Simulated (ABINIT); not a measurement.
# C (C2/m) in ABINIT: band structure with TB-mBJ

Aim: the band structure of C with TB-mBJ.

Everything below comes from runs of ABINIT 10.8.3 (patched build). Logs are shortened: lines on timing, memory, paths and dates and some standing lists are left out, and cuts for length are marked. The log counts tension as positive stress, the text compression.

## 1. The crystal as given

It takes space group C2/m (No. 12, monoclinic). The conventional cell has a = 4.255 Å, b = 2.457 Å, c = 3.765 Å, α = 90.00°, β = 111.49°, γ = 90.00°. C (site symmetry m) has 3 C at 1.42 Å as nearest neighbours.

This is a stacking variant of graphite.

## 2. Band structure, TB-mBJ

File run.abi:

```
# Datasets: ground state, then fixed potential
ndtset 2

# Pseudopotentials
pp_dirpath "./"
pseudos "C.LDA_PW-JTH.xml"

# Structure
acell 3*1.0
rprim
     4.0200527600    -2.3211174153     0.0000000000
     4.0200527600     2.3211174153     0.0000000000
    -2.6060639092     0.0000000000     6.6193895097
ntypat 1
znucl 6
natom 2
typat 1 1
xred
     0.1666444700     0.1666444700     0.9999069600
     0.8333555300     0.8333555300     0.0000930400
chkprim 0
chksymtnons 0
tolsym 1.0e-6

# Plane-wave basis
ecut 625.861884 eV
pawecutdg 45.0
pawovlp 30

# Exchange and correlation
ixc -208012
usekden 1
pawxcdev 0

# Bands and occupations
occopt 3
tsmear 0.05 eV

# SCF cycle
nstep 100
diemix 0.3
optforces 0
optstress 0

# Output
iomode 3
prtwf 0
prteig 0
prtebands 0
prtden1 1
prtkden1 1

# Dataset 1
kptopt1 1
ngkpt1 13 13 8
nshiftk1 1
shiftk1 0.0 0.0 0.0
nband1 8
tolvrs1 1.0e-7

# Dataset 2: bands along G-Y-L-I
iscf2 -2
getden2 1
getkden2 1
nband2 14
nbdbuf2 4
tolwfr2 1.0e-11
kptopt2 -3
ndivsm2 8
prteig2 1
kptbounds2
     0.0000000000     0.0000000000     0.0000000000
     0.5000000000     0.5000000000    -1.0000000000
     0.5000000000     0.5000000000    -0.5000000000
     0.6935932999     0.3064067001    -0.5000000000
```

Potentials or basis: JTH PAW LDA v2.0.

Command:

```bash
> abinit run.abi > log 2>&1
```

run.abo:

```text
.Version 10.8.3 of ABINIT
 DATASET    1 : space group C2/m (# 12); Bravais mC (1-face-center monocl.)
================================================================================
 Values of the parameters that define the memory need for DATASET  1.
     intxc =       0    ionmov =       0      iscf =       7    lmnmax =       8
     lnmax =       4     mgfft =      32  mpssoang =       2    mqgrid =    3001
     natom =       2  nloc_mem =       2    nspden =       1   nspinor =       1
    nsppol =       1      nsym =       4    n1xccc =       1    ntypat =       1
    occopt =       3   xclevel =       2
       mpw =         664          nfft =       18432          nkpt =         371
 PAW method is used; the additional fine FFT grid is defined by:
   mgfftf=        45    nfftf =     40500
================================================================================
================================================================================

 DATASET    2 : space group C2/m (# 12); Bravais mC (1-face-center monocl.)
================================================================================
 Values of the parameters that define the memory need for DATASET  2.
     intxc =       0    ionmov =       0      iscf =      -2    lmnmax =       8
     lnmax =       4     mgfft =      32  mpssoang =       2    mqgrid =    3001
     natom =       2  nloc_mem =       2    nspden =       1   nspinor =       1
    nsppol =       1      nsym =       4    n1xccc =       1    ntypat =       1
    occopt =       3   xclevel =       2
       mpw =         663          nfft =       18432          nkpt =          35
 PAW method is used; the additional fine FFT grid is defined by:
   mgfftf=        45    nfftf =     40500
================================================================================
================================================================================

--------------------------------------------------------------------------------
------------- Echo of variables that govern the present computation ------------
--------------------------------------------------------------------------------
 -outvars: echo values of preprocessed input variables --------
            acell      1.0000000000E+00  1.0000000000E+00  1.0000000000E+00 Bohr
              amu      1.20110000E+01
          chkprim           0
      chksymtnons           0
           diemix      3.00000000E-01
             ecut      2.30000000E+01 Hartree
           getden1          0
           getden2          1
          getkden1          0
          getkden2          1
             iscf1          7
             iscf2         -2
                       outvar_i_n : Printing only first  50 k-points.
              ixc     -208012
           jdtset        1    2
                       outvar_i_n : Printing only first  50 k-points.
           kptopt1          1
           kptopt2         -3
         kptrlatt       13    0    0      0   13    0      0    0    8
          kptrlen1     5.69113762E+01
          kptrlen2     3.00000000E+01
            natom           2
            nband1          8
            nband2         14
           nbdbuf1          0
           nbdbuf2          4
           ndtset           2
           ndivsm1          0
           ndivsm2          8
            ngfft          24      24      32
          ngfftdg          30      30      45
             nkpt1        371
             nkpt2         35
            nstep         100
             nsym           4
           ntypat           1
                       prtocc : prtvol=0, do not print more k-points.
           occopt           3
        optforces           0
        optstress           0
        pawecutdg      4.50000000E+01 Hartree
          pawovlp      3.0000000000E+01
         pawxcdev           0
        prtebands           0
           prteig1          0
           prteig2          1
          prtkden           1
            prtwf           0
            rprim      4.0200527600E+00 -2.3211174153E+00  0.0000000000E+00
                       4.0200527600E+00  2.3211174153E+00  0.0000000000E+00
                      -2.6060639092E+00  0.0000000000E+00  6.6193895097E+00
           shiftk1     0.00000000E+00  0.00000000E+00  0.00000000E+00
           shiftk2     5.00000000E-01  5.00000000E-01  5.00000000E-01
          spgroup          12
           tolsym      1.00000000E-06
           tolvrs1     1.00000000E-07
           tolvrs2     0.00000000E+00
           tolwfr1     0.00000000E+00
           tolwfr2     1.00000000E-11
           tsmear      1.83746611E-03 Hartree
            typat      1  1
          usekden           1
           useylm           1
                       outvars : Printing only first  50 k-points.
           xangst     -6.6992899158E-01  4.4671392952E-17  3.5025041729E+00
                       3.5454999732E+00 -3.0522043086E-17  3.2590331029E-04
            xcart     -1.2659823179E+00  8.4416698342E-17  6.6187736417E+00
[... 221 lines left out ...]

 Coarse grid specifications (used for wave-functions):

 getcut: wavevector=  0.0000  0.0000  0.0000  ngfft=  24  24  32
         ecut(hartree)=     23.000   => boxcut(ratio)=   2.08502

 Fine grid specifications (used for densities):

 getcut: wavevector=  0.0000  0.0000  0.0000  ngfft=  30  30  45
         ecut(hartree)=     45.000   => boxcut(ratio)=   2.04972
--------------------------------------------------------------------------------

================================================================================
 Non-SCF case, kpt    1 (  0.00000  0.00000  0.00000), residuals and eigenvalues=
  2.28E-12  6.22E-12  2.63E-12  3.94E-13  1.73E-12  7.84E-12  2.61E-12  1.50E-12
  1.31E-12  4.21E-12  3.48E-11  3.42E-09  3.17E-08  1.47E-07
 -5.7952E-01 -6.2375E-02  3.5214E-02  3.5862E-02  3.2680E-01  5.0308E-01
  5.0365E-01  6.6137E-01  6.6192E-01  1.0604E+00  1.1215E+00  1.1714E+00
  1.1754E+00  1.3225E+00
 Non-SCF case, kpt    2 (  0.02941  0.02941 -0.05882), residuals and eigenvalues=
  2.04E-12  2.66E-12  5.36E-13  3.68E-13  2.83E-12  1.99E-12  1.33E-12  9.48E-12
  4.35E-13  5.04E-12  6.61E-11  9.35E-09  2.11E-09  2.64E-05
 -5.7866E-01 -6.2605E-02  3.2133E-02  3.4356E-02  3.3037E-01  5.0347E-01
  5.0688E-01  6.5781E-01  6.6339E-01  1.0629E+00  1.1133E+00  1.1650E+00
[... 185 lines left out ...]
  6.8544E-01  7.0046E-01  7.3030E-01  8.6589E-01  9.3413E-01  1.0428E+00
  1.1612E+00  1.2366E+00
 Non-SCF case, kpt   34 (  0.67208  0.32792 -0.50000), residuals and eigenvalues=
  1.02E-12  4.18E-12  1.16E-12  6.38E-13  4.65E-13  3.32E-12  8.34E-13  4.66E-13
  2.94E-12  3.35E-12  7.31E-12  1.34E-12  3.61E-07  1.35E-08
 -3.2578E-01 -3.1921E-01 -2.2426E-01  1.7744E-01  2.1066E-01  5.7699E-01
  6.8791E-01  6.9614E-01  7.8141E-01  8.5772E-01  9.1414E-01  1.0125E+00
  1.1631E+00  1.2077E+00
 Non-SCF case, kpt   35 (  0.69359  0.30641 -0.50000), residuals and eigenvalues=
  2.16E-12  4.28E-12  4.62E-12  7.87E-12  8.65E-12  8.51E-13  6.75E-12  2.08E-12
  7.25E-13  3.75E-12  3.75E-12  1.54E-12  2.68E-08  1.93E-09
 -3.4746E-01 -3.0119E-01 -2.1668E-01  1.4875E-01  2.3563E-01  5.8419E-01
  6.8288E-01  6.9054E-01  8.2622E-01  8.5051E-01  9.0685E-01  9.8898E-01
  1.1565E+00  1.1882E+00

Result for kinetic energy density :

--------------------------------------------------------------------------------
 Total kinetic energy density [Ha/Bohr^3]
)     Maximum=    7.2256E-01  at reduced coord.    0.8333    0.8333    0.0000
)     Minimum=    1.8899E-03  at reduced coord.    0.6333    0.6333    0.4444
   Integrated=    6.8293E+00
--------------------------------------------------------------------------------

--- !ResultsGS
iteration_state: {dtset: 2, }
comment   : Summary of ground state results
lattice_vectors:
- [  4.0200528,  -2.3211174,   0.0000000, ]
- [  4.0200528,   2.3211174,   0.0000000, ]
- [ -2.6060639,   0.0000000,   6.6193895, ]
lattice_lengths: [   4.64203,    4.64203,    7.11392, ]
lattice_angles: [108.497, 108.497,  60.003, ] # degrees, (23, 13, 12)
lattice_volume:   1.2353124E+02
convergence: {deltae:  0.000E+00, res2:  0.000E+00, residm:  9.953E-12, diffor:  0.000E+00, }
etotal    :  -8.05942724E+00
entropy   :   0.00000000E+00
fermie    :   1.97375858E-01
cartesian_stress_tensor: null
pressure_GPa: null
xred      :
- [  1.6664E-01,   1.6664E-01,   9.9991E-01,  C]
- [  8.3336E-01,   8.3336E-01,   9.3040E-05,  C]
cartesian_forces: null
force_length_stats: {min: null, max: null, mean: null, }
...

 Integrated electronic density in atomic spheres:
 ------------------------------------------------
 Atom  Sphere_radius  Integrated_density
    1        1.50737          2.77130578
    2        1.50737          2.77130578

================================================================================

 ----iterations are completed or convergence reached----

 Mean square residual over all n,k,spin=   33.957E-13; max=  99.534E-13
 reduced coordinates (array xred) for    2 atoms
       0.166644470000      0.166644470000      0.999906960000
       0.833355530000      0.833355530000      0.000093040000

 cartesian coordinates (angstrom) at end:
    1     -0.66992899157875     0.00000000000000     3.50250417293697
    2      3.54549997316192    -0.00000000000000     0.00032590331029
 length scales=  1.000000000000  1.000000000000  1.000000000000 bohr
              =  0.529177210544  0.529177210544  0.529177210544 angstroms
 Eigenvalues (hartree) for nkpt=  35  k points:
 kpt#   1, nband= 14, wtk=  1.00000, kpt=  0.0000  0.0000  0.0000 (reduced coord)
  -0.57952   -0.06237    0.03521    0.03586    0.32680    0.50308    0.50365    0.66137
   0.66192    1.06044    1.12148    1.17139    1.17539    1.32254
 kpt#   2, nband= 14, wtk=  1.00000, kpt=  0.0294  0.0294 -0.0588 (reduced coord)
  -0.57866   -0.06261    0.03213    0.03436    0.33037    0.50347    0.50688    0.65781
   0.66339    1.06294    1.11333    1.16499    1.17184    1.31960
 kpt#   3, nband= 14, wtk=  1.00000, kpt=  0.0588  0.0588 -0.1176 (reduced coord)
  -0.57607   -0.06314    0.02317    0.03000    0.34093    0.50442    0.51643    0.64792
   0.66760    1.07001    1.09145    1.14154    1.17342    1.30870
 kpt#   4, nband= 14, wtk=  1.00000, kpt=  0.0882  0.0882 -0.1765 (reduced coord)
  -0.57178   -0.06362    0.00898    0.02320    0.35805    0.50533    0.53190    0.63255
   0.67480    1.06083    1.08180    1.11467    1.17228    1.29732
 kpt#   5, nband= 14, wtk=  1.00000, kpt=  0.1176  0.1176 -0.2353 (reduced coord)
  -0.56583   -0.06356   -0.00971    0.01448    0.38108    0.50550    0.55267    0.61282
   0.68496    1.02872    1.08870    1.09365    1.16375    1.29522
 kpt#   6, nband= 14, wtk=  1.00000, kpt=  0.1471  0.1471 -0.2941 (reduced coord)
  -0.55827   -0.06239   -0.03195    0.00441    0.40922    0.50452    0.57810    0.58986
[... 74 lines left out ...]
  -0.36090   -0.31532   -0.17762    0.15251    0.24161    0.59007    0.62130    0.67288
   0.71308    0.89009    0.99989    1.09872    1.14302    1.30299
 kpt#  32, nband= 14, wtk=  1.00000, kpt=  0.6291  0.3709 -0.5000 (reduced coord)
  -0.34910   -0.31107   -0.20278    0.16902    0.22493    0.58021    0.67029    0.68505
   0.70512    0.87656    0.96389    1.07482    1.15277    1.27015
 kpt#  33, nband= 14, wtk=  1.00000, kpt=  0.6506  0.3494 -0.5000 (reduced coord)
  -0.33520   -0.31300   -0.22012    0.18842    0.20327    0.57547    0.68544    0.70046
   0.73030    0.86589    0.93413    1.04275    1.16119    1.23661
 kpt#  34, nband= 14, wtk=  1.00000, kpt=  0.6721  0.3279 -0.5000 (reduced coord)
  -0.32578   -0.31921   -0.22426    0.17744    0.21066    0.57699    0.68791    0.69614
   0.78141    0.85772    0.91414    1.01249    1.16312    1.20775
 kpt#  35, nband= 14, wtk=  1.00000, kpt=  0.6936  0.3064 -0.5000 (reduced coord)
  -0.34746   -0.30119   -0.21668    0.14875    0.23563    0.58419    0.68288    0.69054
   0.82622    0.85051    0.90685    0.98898    1.15651    1.18824

== END DATASET(S) ==============================================================
================================================================================

 -outvars: echo values of variables after computation  --------
            acell      1.0000000000E+00  1.0000000000E+00  1.0000000000E+00 Bohr
           etotal1    -8.0594272426E+00
            fcart1     9.9999999999E+99  9.9999999999E+99  9.9999999999E+99
                       9.9999999999E+99  9.9999999999E+99  9.9999999999E+99
            rprim      4.0200527600E+00 -2.3211174153E+00  0.0000000000E+00
                       4.0200527600E+00  2.3211174153E+00  0.0000000000E+00
                      -2.6060639092E+00  0.0000000000E+00  6.6193895097E+00
           strten1     9.9999999999E+99  9.9999999999E+99  9.9999999999E+99
                       9.9999999999E+99  9.9999999999E+99  9.9999999999E+99
           xangst     -6.6992899158E-01  4.4671392952E-17  3.5025041729E+00
                       3.5454999732E+00 -3.0522043086E-17  3.2590331029E-04
             xred      1.6664447000E-01  1.6664447000E-01  9.9990696000E-01
                       8.3335553000E-01  8.3335553000E-01  9.3040000000E-05
 Calculation completed.
```

It took 9.6 min on 1 thread of Arm Neoverse V2, shared host; peak memory 0.15 GiB.

Results:

| Item | Value |
| --- | --- |
| Band gap on the k mesh | 0.94 eV, indirect (least direct gap 0.96 eV) |
| Band gap along the path | 0.40 eV, direct |

Levels at the corners of the path, in eV from the valence-band top:
| point | band 1 | band 2 | band 3 | band 4 | band 5 | band 6 | band 7 | band 8 |
| --- | --- | --- | --- | --- | --- | --- | --- | --- |
| Γ | -20.90 | -6.82 | -4.17 | -4.15 | 3.77 | 8.56 | 8.58 | 12.87 |
| Y | -15.62 | -14.20 | -7.40 | -2.54 | 1.64 | 7.31 | 13.41 | 14.58 |
| L | -15.68 | -14.24 | -7.37 | -2.00 | 2.17 | 7.59 | 11.76 | 12.47 |
| I | -14.58 | -13.32 | -11.02 | -1.08 | 1.28 | 10.77 | 13.45 | 13.66 |

Caveat: the constant c of TB-mBJ comes from the pseudo density here, which moves gaps by up to 0.3 eV between sets of potentials; the PAW data sets were made with another functional, which shifts forces and pressure a little; the mesh misses the band edges, which the band path finds closer together; the atomic spheres overlap.
